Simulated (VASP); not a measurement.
# La2O3 (P-3m1) in VASP: relaxation of cell and atoms with LDA

Aim: the relaxation of cell and atoms of La2O3 with LDA.

Everything below comes from runs of VASP 6.6.1. Logs are shortened: lines on timing, memory, paths and dates and some standing lists are left out, and cuts for length are marked.

### 1 The structure

Symmetry: P-3m1, No. 164, trigonal system. The conventional cell has a = 3.920 Å, b = 3.920 Å, c = 6.100 Å, α = 90.00°, β = 90.00°, γ = 120.00°. La (site symmetry 3m) has 7 O at 2.36 to 2.71 Å as nearest neighbours. O (site symmetry -3m) has 6 La at 2.71 Å as nearest neighbours. O (site symmetry 3m) has 4 La at 2.36 to 2.44 Å as nearest neighbours.

The cell was built by a generator and needn't be a form met in nature.

### 2 Relaxation of cell and atoms, LDA

The input, INCAR:

```
PREC = Accurate
ENCUT = 600
EDIFF = 1E-6
ISMEAR = 0
SIGMA = 0.02
LREAL = False
LASPH = True
NELM = 120
ALGO = Fast
ISIF = 3
LWAVE = False
LCHARG = False
GGA = CA
IBRION = 2
NSW = 60
EDIFFG = -0.005
KPAR = 2
```

The input, KPOINTS:

```
regular mesh
0
Gamma
  8 8 6
```

The input, POSCAR:

```
La2O3
1.0
    3.9200000000      0.0000000000      0.0000000000
   -1.9600000000      3.3948195800      0.0000000000
    0.0000000000      0.0000000000      6.1000000000
La O
2 3
Direct
    0.3333333300      0.6666666700      0.2450000000
    0.6666666700      0.3333333300      0.7550000000
    0.0000000000      0.0000000000      0.0000000000
    0.3333333300      0.6666666700      0.6450000000
    0.6666666700      0.3333333300      0.3550000000
```

Potentials or basis: VASP PAW LDA potentials, release 64 (La, O).

On the command line:

```console
cat potpaw_LDA.64/La/POTCAR potpaw_LDA.64/O/POTCAR > POTCAR
mpirun -np 2 vasp_std > vasp.out
```

OUTCAR:

```text
PREC = Accurate
   ENCUT = 600
   EDIFF = 1E-6
   ISMEAR = 0
   LREAL = False
   LASPH = True
   NELM = 120
   ISIF = 3
   GGA = CA
   IBRION = 2
   NSW = 60
   EDIFFG = -0.005

 ion  position               nearest neighbor table
   1  0.333  0.667  0.245-   5 2.36   5 2.36   5 2.36   4 2.44   3 2.71   3 2.71   3 2.71
   2  0.667  0.333  0.755-   4 2.36   4 2.36   4 2.36   5 2.44   3 2.71   3 2.71   3 2.71
   3  0.000  0.000  0.000-   1 2.71   2 2.71   1 2.71   2 2.71   2 2.71   1 2.71
   4  0.333  0.667  0.645-   2 2.36   2 2.36   2 2.36   1 2.44
   5  0.667  0.333  0.355-   1 2.36   1 2.36   1 2.36   2 2.44

  LATTYP: Found a hexagonal cell.
 ALAT       =     3.9200000000
 C/A-ratio  =     1.5561224490

  Lattice vectors:

 A1 = (   3.9200000000,   0.0000000000,   0.0000000000)
 A2 = (  -1.9600000000,   3.3948195800,   0.0000000000)
 A3 = (   0.0000000000,   0.0000000000,   6.1000000000)

Analysis of symmetry for initial positions (statically):
=====================================================================
 Subroutine PRICEL returns:
 Original cell was already a primitive cell.

 Routine SETGRP: Setting up the symmetry group for a
 hexagonal supercell.

 Subroutine GETGRP returns: Found 12 space group operations
 (whereof 12 operations were pure point group operations)
 out of a pool of 24 trial point group operations.

The static configuration has the point symmetry D_3d.

Analysis of symmetry for dynamics (positions and initial velocities):
=====================================================================
 Subroutine PRICEL returns:
 Original cell was already a primitive cell.

 Routine SETGRP: Setting up the symmetry group for a
 hexagonal supercell.

 Subroutine GETGRP returns: Found 12 space group operations
 (whereof 12 operations were pure point group operations)
 out of a pool of 24 trial point group operations.

The dynamic configuration has the point symmetry D_3d.

 Subroutine INISYM returns: Found 12 space group operations
 (whereof 12 operations are pure point group operations),
 and found     1 'primitive' translations

----------------------------------------------------------------------------------------

                                     Primitive cell

  volume of cell :      81.1769

  direct lattice vectors                    reciprocal lattice vectors
     3.920000000  0.000000000  0.000000000     0.255102041  0.147283232  0.000000000
    -1.960000000  3.394819580  0.000000000     0.000000000  0.294566464  0.000000000
     0.000000000  0.000000000  6.100000000     0.000000000  0.000000000  0.163934426

  length of vectors
     3.920000000  3.919999998  6.100000000     0.294566464  0.294566464  0.163934426

  position of ions in fractional coordinates (direct lattice)
     0.333333330  0.666666670  0.245000000
     0.666666670  0.333333330  0.755000000
     0.000000000  0.000000000  0.000000000
     0.333333330  0.666666670  0.645000000
     0.666666670  0.333333330  0.355000000

  ion indices of the primitive-cell ions
   primitive index   ion index
                 1           1
                 2           2
                 3           3
                 4           4
                 5           5

----------------------------------------------------------------------------------------

 KPOINTS: regular mesh

Automatic generation of k-mesh.
 Grid dimensions read from file:
 generate k-points for:    8    8    6

 Generating k-lattice:

  Cartesian coordinates                     Fractional coordinates (reciprocal lattice)
     0.031887755  0.018410404  0.000000000     0.125000000 -0.000000000  0.000000000
     0.000000000  0.036820808  0.000000000     0.000000000  0.125000000  0.000000000
     0.000000000  0.000000000  0.027322404     0.000000000  0.000000000  0.166666667

  Length of vectors
     0.036820808  0.036820808  0.027322404

  Shift w.r.t. Gamma in fractional coordinates (k-lattice)
     0.000000000  0.000000000  0.000000000

 Subroutine IBZKPT returns following result:
 ===========================================

 Found     50 irreducible k-points:

 Following reciprocal coordinates:
            Coordinates               Weight
  0.000000  0.000000  0.000000      1.000000
  0.125000 -0.000000  0.000000      6.000000
  0.250000 -0.000000  0.000000      6.000000
  0.375000 -0.000000  0.000000      6.000000
  0.500000 -0.000000  0.000000      3.000000
  0.125000  0.125000  0.000000      6.000000
[... 16 lines left out ...]
 -0.125000  0.500000  0.166667     12.000000
  0.250000  0.250000  0.166667     12.000000
 [... further k-points ...]
   k-points           NKPTS =     50   k-points in BZ     NKDIM =     50   number of bands    NBANDS=     24
   number of dos      NEDOS =    301   number of ions     NIONS =      5
   total plane-waves  NPLWV =  51200
   dimension x,y,z NGX =    32 NGY =   32 NGZ =   50
   dimension x,y,z NGXF=    64 NGYF=   64 NGZF=  100
   ions per type =               2   3
   NGX,Y,Z   is equivalent  to a cutoff of  13.57, 13.57, 13.63 a.u.
   NGXF,Y,Z  is equivalent  to a cutoff of  27.14, 27.14, 27.25 a.u.
 SYSTEM =  unknown system
   PREC   = accura    normal or accurate (medium, high low for compatibility)
   ISTART =      0    job   : 0-new  1-cont  2-samecut
   ICHARG =      2    charge: 1-file 2-atom 10-const
   ISPIN  =      1    spin polarized calculation?
   LNONCOLLINEAR =      F non collinear calculations
   LSORBIT =      F    spin-orbit coupling
   LASPH  =      T    aspherical Exc in radial PAW
   ENCUT  =  600.0 eV  44.10 Ry    6.64 a.u.   7.83  7.83 12.18*2*pi/ulx,y,z
   NELM   =    120;   NELMIN=  2; NELMDL= -5     # of ELM steps
   EDIFF  = 0.1E-05   stopping-criterion for ELM
   LREAL  =      F    real-space projection
   EDIFFG = -.5E-02   stopping-criterion for IOM
   NSW    =     60    number of steps for IOM
   IBRION =      2    ionic relax: 0-MD 1-quasi-New 2-CG
   NFREE  =      1    steps in history (QN), initial steepest desc. (CG)
   ISIF   =      3    stress and relaxation
   ISYM   =      2    0-nonsym 1-usesym 2-fastsym
   POTIM  = 0.5000    time-step for ionic-motion
   TEBEG  =    0.0;   TEEND  =   0.0 temperature during run
   PSTRESS=    0.0 pullay stress
   NELECT =      40.0000    total number of electrons
   NUPDOWN=      -1.0000    fix difference up-down
   EMIN   =  10.00;   EMAX   =-10.00  energy-range for DOS
   EFERMI =   0.00;   METHOD = LEGACY
   ISMEAR =     0;   SIGMA  =   0.02  broadening in eV -4-tet -1-fermi 0-gaus
   EFERMI_NEDOS =   21; number of points for ismear=-14 and -15
   IALGO  =     68    algorithm
   IMIX   =      4    mixing-type and parameters
     AMIX     =   0.40;   BMIX     =  1.00
     AMIX_MAG =   1.60;   BMIX_MAG =  1.00
  volume/ion in A,a.u.               =      16.24       109.56
  Fermi-wavevector in a.u.,A,eV,Ry     =   1.293056  2.443521 22.748853  1.671994
  Thomas-Fermi vector in A             =   2.424725
   LORBIT       =      0    0 simple, 1 ext, 2 COOP (PROOUT), +10 PAW based schemes
   GGA     = CA    functional components
   LHFCALC =     F    Hartree Fock is set to
   AEXX    =    0.0000 exact exchange contribution
   IVDW    =     0    specifies the selected vdW correction
   LEPSILON=     F    determine dielectric tensor
   LRPA    =     F    only Hartree local field effects (RPA)
 conjugate gradient relaxation of ions
 non-spin polarized calculation
 RMM-DIIS sequential band-by-band and
 Gauss-broadening in eV      SIGMA  =   0.02
  energy-cutoff  :      600.00
  volume of cell :       81.18
 maximum number of plane-waves:      2720
 NGX is ok and might be reduce to    32
   NGX = 15   NGY = 15   NGZ = 25

--------------------------------------- Ionic step        1  -------------------------------------------

 number of electron      40.0000000 magnetization

 Free energy of the ion-electron system (eV)
  ---------------------------------------------------
  ext. energy  EPLUGINS =         0.00000000
  ---------------------------------------------------
  free energy    TOTEN  =       -45.84561032 eV

  energy without entropy =      -45.84561032  energy(sigma->0) =      -45.84561032

------------------------ aborting loop because EDIFF is reached ----------------------------------------

  FORCE on cell =-STRESS in cart. coord.  units (eV):
  Direction    XX          YY          ZZ          XY          YZ          ZX
  --------------------------------------------------------------------------------------
  -------------------------------------------------------------------------------------
  Total       -2.9483203     -2.9483203     -2.8321150      0.0000000      0.0000000      0.0000000
  in kB      -58.1905753    -58.1905752    -55.8970462      0.0000000      0.0000000      0.0000000
  external PRESSURE =     -57.4260656 kB  Pullay stress =       0.0000000 kB
[... 98 lines left out ...]
  FREE ENERGIE OF THE ION-ELECTRON SYSTEM (eV)
  ---------------------------------------------------
  free  energy   TOTEN  =       -45.9060662122 eV

  energy  without entropy=      -45.9060662122  energy(sigma->0) =      -45.90606621

[... ionic steps 4 to 16 ...]

--------------------------------------- Ionic step       17  -------------------------------------------

 number of electron      40.0000001 magnetization

------------------------ aborting loop because EDIFF is reached ----------------------------------------

  FORCE on cell =-STRESS in cart. coord.  units (eV):
  Direction    XX          YY          ZZ          XY          YZ          ZX
  --------------------------------------------------------------------------------------
  -------------------------------------------------------------------------------------
  Total       -0.0141156     -0.0141156     -0.0155848     -0.0000000      0.0000000      0.0000000
  in kB       -0.2915710     -0.2915710     -0.3219188     -0.0000000      0.0000000      0.0000000
  external PRESSURE =      -0.3016870 kB  Pullay stress =       0.0000000 kB
[... 63 lines left out ...]
  energy  without entropy=      -45.9112809941  energy(sigma->0) =      -45.91128099

--------------------------------------- Ionic step       19  -------------------------------------------

 number of electron      40.0000001 magnetization

 Free energy of the ion-electron system (eV)
  ---------------------------------------------------
  ext. energy  EPLUGINS =         0.00000000
  ---------------------------------------------------
  free energy    TOTEN  =       -45.91128126 eV

  energy without entropy =      -45.91128126  energy(sigma->0) =      -45.91128126

 E-fermi :   6.3298     XC(G=0): -11.1947

 val. band max:        6.2286441404   @ k =   0.2500   0.2500   0.5000
 cond. band min:       9.9941429566   @ k =   0.3750   0.2500   0.0000
 fundamental gap:      3.7654988162
 Fermi energy:         6.3297614322

 k-point     1 :       0.0000    0.0000    0.0000
  band No.  band energies     occupation
      1     -23.2917      2.00000
      2     -22.9568      2.00000
      3     -10.7069      2.00000
      4      -9.2612      2.00000
      5      -8.8403      2.00000
      6      -6.7888      2.00000
[... 637 lines left out ...]
     23      11.1658      0.00000
     24      11.4344      0.00000

 [... further k-points ...]

------------------------ aborting loop because EDIFF is reached ----------------------------------------

  FORCE on cell =-STRESS in cart. coord.  units (eV):
  Direction    XX          YY          ZZ          XY          YZ          ZX
  --------------------------------------------------------------------------------------
  -------------------------------------------------------------------------------------
  Total       -0.0154651     -0.0154651     -0.0237831     -0.0000000      0.0000000      0.0000000
  in kB       -0.3194431     -0.3194431     -0.4912566     -0.0000000      0.0000000      0.0000000
  external PRESSURE =      -0.3767143 kB  Pullay stress =       0.0000000 kB
[... 20 lines left out ...]
  FREE ENERGIE OF THE ION-ELECTRON SYSTEM (eV)
  ---------------------------------------------------
  free  energy   TOTEN  =       -45.9112812634 eV

  energy  without entropy=      -45.9112812634  energy(sigma->0) =      -45.91128126

 reached required accuracy - stopping structural energy minimisation
```

Run time: 22 min. Hardware: 2 MPI ranks of Intel Xeon Platinum 8259CL at 2.50GHz (Skylake/Cascade Lake), shared host; peak memory 0.3 GiB.

Results:

- Free energy: -45.9113 eV
- Relaxed volume: 15.51 Å³/atom
- Relaxed cell: a = 3.882 Å, b = 3.882 Å, c = 5.943 Å, α = 90.00°, β = 90.00°, γ = 120.00°
- Space group after relaxing (to 0.05 Å): P-3m1 (No. 164)
- Energy gained by relaxing: 13.1 meV/atom
- Ionic steps: 19
- Pressure after relaxing: 0.0 GPa
- Largest force after relaxing: 0.004 eV/Å
- Band gap on the k mesh: 3.77 eV, indirect (least direct gap 3.91 eV)

Forces on the atoms (eV/Å):
```
La   0.000  0.000 -0.004
La   0.000  0.000  0.004
O    0.000  0.000  0.000
O    0.000  0.000  0.000
O    0.000  0.000  0.000
```

Step by step:
```
step  energy change (eV)  largest force (eV/Å)  pressure (GPa)  volume (Å³)
   1              0.0000                0.2864           -5.74        81.18
   2              0.0291                0.7650            7.95        74.53
   3             -0.0605                0.1539           -0.18        78.07
   4             -0.0605                0.1663           -0.05        78.01
   5             -0.0635                0.0454            0.06        77.77
   6             -0.0642                0.0666            0.14        77.59
   7             -0.0651                0.0561           -0.11        77.67
   8             -0.0652                0.0517           -0.22        77.71
   9             -0.0654                0.0537            0.23        77.48
  10             -0.0655                0.0343            0.13        77.54
  11             -0.0657                0.0252            0.03        77.55
  12             -0.0656                0.0134           -0.01        77.56
  13             -0.0657                0.0153            0.01        77.56
  14             -0.0657                0.0088            0.01        77.56
  15             -0.0657                0.0135            0.01        77.56
  16             -0.0657                0.0101           -0.03        77.57
  17             -0.0657                0.0076           -0.03        77.57
  18             -0.0657                0.0091            0.00        77.57
  19             -0.0657                0.0036           -0.04        77.57
```

Final structure:
```yaml
crystal:
  lattice:
    - [3.88209, 0.00000, 0.00000]
    - [-1.94104, 3.36199, 0.00000]
    - [0.00000, 0.00000, 5.94304]
  atoms:
    - { symbol: La, position: [0.33333, 0.66667, 0.24374] }
    - { symbol: La, position: [0.66667, 0.33333, 0.75626] }
    - { symbol: O, position: [0.00000, 0.00000, 0.00000] }
    - { symbol: O, position: [0.33333, 0.66667, 0.64677] }
    - { symbol: O, position: [0.66667, 0.33333, 0.35323] }
```

Levels at points of the mesh, in eV from the valence-band top:
| k point | band 18 | band 19 | band 20 | band 21 | band 22 | band 23 |
| --- | --- | --- | --- | --- | --- | --- |
| (0.00, 0.00, 0.00) | -0.50 | -0.50 | -0.21 | 4.27 | 4.48 | 4.48 |
| (0.50, 0.00, 0.00) | -0.69 | -0.43 | -0.35 | 3.77 | 4.70 | 5.24 |
| (0.00, 0.00, 0.50) | -0.94 | -0.36 | -0.36 | 4.66 | 4.66 | 4.67 |
| (0.50, 0.00, 0.50) | -0.83 | -0.39 | -0.01 | 4.41 | 4.60 | 5.09 |

Caveat: spin-orbit coupling is left out, which moves the levels of the heavy elements.
